Lead dioxide crystallises in the rutile structure, a compact network in which every lead atom has six oxygen neighbours. The questions follow RPBE, first bare and then with dispersion added.

Kohn–Sham DFT with GGA functionals, some with added dispersion, for rutile PbO2 (6-atom cell), without spin polarisation or spin–orbit coupling. All runs use a 6×6×8 k mesh and Fermi–Dirac smearing of 0.05 eV; the basis is given as the plane-wave cutoff. The PBE volumes come from equations of state over scaled cells, the RPBE-D3 volume from a full cell relaxation.

| method | program | potentials | basis | equilibrium volume (Å³/atom) |
| --- | --- | --- | --- | --- |
| AM05 | VASP | VASP PAW PBE potentials, recommended | 600 eV | 14.278 |
| BLYP | VASP | VASP PAW PBE potentials, recommended | 600 eV | 15.513 |
| PBE | VASP | VASP PAW PBE potentials, recommended | 520 eV | 14.836 |
| PBE | Ansatz | Ansatz PAW | 420 eV | 14.786 |
| PBEsol-D4 | VASP | VASP PAW PBE potentials, recommended | 600 eV | 14.040 |
| PBEsol-rVV10 | VASP | VASP PAW PBE potentials, recommended | 600 eV | 14.144 |
| PW91 | VASP | VASP PAW PBE potentials, recommended | 600 eV | 14.812 |
| RPBE | VASP | VASP PAW PBE potentials, recommended | 600 eV | 15.320 |
| RPBE-D3 | VASP | VASP PAW PBE potentials, recommended | 600 eV | 14.891 |
| RPBE-D3(BJ) | VASP | VASP PAW PBE potentials, recommended | 600 eV | 13.657 |
| RPBE-D4 | VASP | VASP PAW PBE potentials, recommended | 600 eV | 14.527 |
| revPBE | VASP | VASP PAW PBE potentials, recommended | 600 eV | 15.192 |
| revPBE-D3 | VASP | VASP PAW PBE potentials, recommended | 600 eV | 14.663 |
| revPBE-D3(BJ) | VASP | VASP PAW PBE potentials, recommended | 600 eV | 14.544 |
| revPBE-D4 | VASP | VASP PAW PBE potentials, recommended | 600 eV | 14.482 |

### 1. Which gives the larger crystal, PBE or RPBE, and why?

RPBE gives 15.32 Å³ per atom and PBE in VASP 14.84, so the RPBE crystal is 3.3 % larger and its density lower by about as much. The two functionals treat correlation alike and differ in exchange. Theory supplies the reason: RPBE lowers the energy more strongly where the electron density is thin and changes steeply. Stretching the bonds creates more such regions, so RPBE favours longer bonds. revPBE strengthens the same term, and it too lies above PBE.

### 2. Which digits survive a change of program?

PBE in Ansatz gives a volume 0.05 Å³ per atom below PBE in VASP, a difference of 0.3 % that mixes potentials, basis and code. The step from PBE to RPBE is about ten times as large, too large to be put down to a change of program. It is most likely an effect of the functional, although all VASP runs here use potentials made for PBE, which adds an error of unknown size to the other functionals. PW91 lies between the two PBE values. Within VASP it gives a slightly smaller crystal than PBE, but the two runs differ in cutoff, and the PBE cell was only scaled, with its shape held fixed. Whether PW91 or PBE gives the larger crystal is therefore undecided, and the second decimal should not be used to rank methods across such runs. The k mesh and cutoffs are usual working values, not converged limits, so small differences also hold errors of the basis.

### 3. What does dispersion do to a crystal that is already tightly bonded?

Dispersion is the attraction between atoms whose electron clouds fluctuate in step. D3 and D4 are two recipes that add it to a functional. They shrink the RPBE crystal by 0.43 and 0.79 Å³ per atom, well above the difference between programs. The attraction acts between all pairs of atoms, so a compact network feels it as well as a layered or molecular solid. The crystal contracts until its own resistance to compression balances the pull.

### 4. Can the contraction be estimated by hand?

Let $E$ be the size of the dispersion energy per atom, $V$ the volume per atom and $B$ the bulk modulus, the resistance to compression. An attraction that falls as the sixth power of distance falls as $V^{-2}$, because distance grows as $V^{1/3}$. Its slope is an inward pressure $2E/V$. Multiplying by $V/B$ turns this pressure into a contraction:

$$\Delta V \approx \frac{2E}{B}$$

The run that gave the RPBE-D3 volume also gives $E = 0.212$ eV. The bulk modulus is borrowed from PBE: 119.4 GPa, or 0.745 eV/Å³. The estimate is then

$$\Delta V \approx \frac{2 \times 0.212}{0.745} = 0.57\ \text{Å}^3\ \text{per atom}.$$

The computed contraction is 0.43, so the estimate is too large by a third. The formula has no adjustable constant. Its $E$ is taken from the contracted crystal, which is the right place, because pull and resistance balance there. The excess must come from elsewhere, and the next answer names two likely causes: damping of the attraction and stiffening of the crystal.

### 5. Does twice the dispersion energy mean twice the contraction?

Not quite. The dispersion energy of RPBE-D4 is 2.3 times that of RPBE-D3, but the contraction is only 1.8 times as large. The formula overshoots by two thirds for D4. What compresses a crystal is the slope of the energy with volume, and a large energy can have a gentle slope.

Damping is a likely reason for the gentle slope. Every such recipe weakens the attraction at bond distances, where the functional already describes the binding. Part of the energy then hardly changes when the crystal is squeezed. The crystal also stiffens as it is squeezed, so each further step of contraction takes more pressure, and the formula leaves this out. Since the bulk modulus is borrowed from PBE as well, the overshoot does not measure the damping alone.

### 6. Why is RPBE-D3(BJ) so much smaller than the rest?

D3(BJ) is D3 with another form of damping. It shrinks revPBE by 0.65 Å³ per atom but RPBE by 1.66, although the two bare functionals differ by only 0.13. D3 and D4 show no such split: each contracts the two functionals by similar amounts. The cause therefore most likely lies in how D3(BJ) is combined with RPBE.

The damping parameters are set separately for each functional, and those for RPBE leave much more attraction at short range, which is a likely explanation. In a dense oxide, where many neighbours are close, this draws the atoms much closer together. The volumes fit this explanation but do not test it directly. For a density calculation, the functional and its damping parameters should be judged as one method.

### 7. What would change in layered lead monoxide?

In lead monoxide, weak forces hold the layers together, and the crystal is soft across the gaps between them. In the formula, a small $B$ turns the same pull into a larger contraction. The choice of dispersion recipe should therefore matter more there than in lead dioxide, and mostly for the layer spacing. The simple formula would also be less reliable, because one bulk modulus cannot describe a crystal that is stiff in two directions and soft in the third.

The printed output below gives the contractions for both functionals and the estimates for RPBE-D3 and RPBE-D4.

Printed output of the fit:

```
Volumes against PBE in VASP:
            row  difference in A^3 per atom  difference in percent
           AM05                      -0.558                 -3.761
           BLYP                       0.677                  4.563
            PBE                           0                      0
            PBE                       -0.05                 -0.337
      PBEsol-D4                      -0.796                 -5.365
   PBEsol-rVV10                      -0.692                 -4.664
           PW91                      -0.024                -0.1618
           RPBE                       0.484                  3.262
        RPBE-D3                       0.055                 0.3707
    RPBE-D3(BJ)                      -1.179                 -7.947
        RPBE-D4                      -0.309                 -2.083
         revPBE                       0.356                    2.4
      revPBE-D3                      -0.173                 -1.166
  revPBE-D3(BJ)                      -0.292                 -1.968
      revPBE-D4                      -0.354                 -2.386
Span from AM05 to BLYP without dispersion in A^3 per atom: 1.235
PBE in VASP less PBE in Ansatz in A^3 per atom: 0.05
The same program difference in percent of the Ansatz volume: 0.3382
Span without dispersion divided by the program difference: 24.7
RPBE less revPBE in A^3 per atom: 0.128
PBEsol-rVV10 less PBEsol-D4 in A^3 per atom: 0.104
Contraction of RPBE by D3 in A^3 per atom: 0.429
Contraction of RPBE by D3(BJ) in A^3 per atom: 1.663
Contraction of RPBE by D4 in A^3 per atom: 0.793
Contraction of revPBE by D3 in A^3 per atom: 0.529
Contraction of revPBE by D3(BJ) in A^3 per atom: 0.648
Contraction of revPBE by D4 in A^3 per atom: 0.71
D3(BJ) contraction of RPBE divided by that of revPBE: 2.566
Estimated contraction 2E/B for RPBE-D3 in A^3 per atom: 0.5689
Estimated contraction 2E/B for RPBE-D4 in A^3 per atom: 1.326
Estimate divided by computed contraction for RPBE-D3: 1.326
Estimate divided by computed contraction for RPBE-D4: 1.672
Dispersion energy of D4 divided by that of D3 on RPBE: 2.331
Contraction by D4 divided by that by D3 on RPBE: 1.848
VASP PBE volume at zero pressure by linear interpolation in A^3 per atom: 14.82
VASP PBE energy minimum less zero-pressure volume in A^3 per atom: 0.01954
```
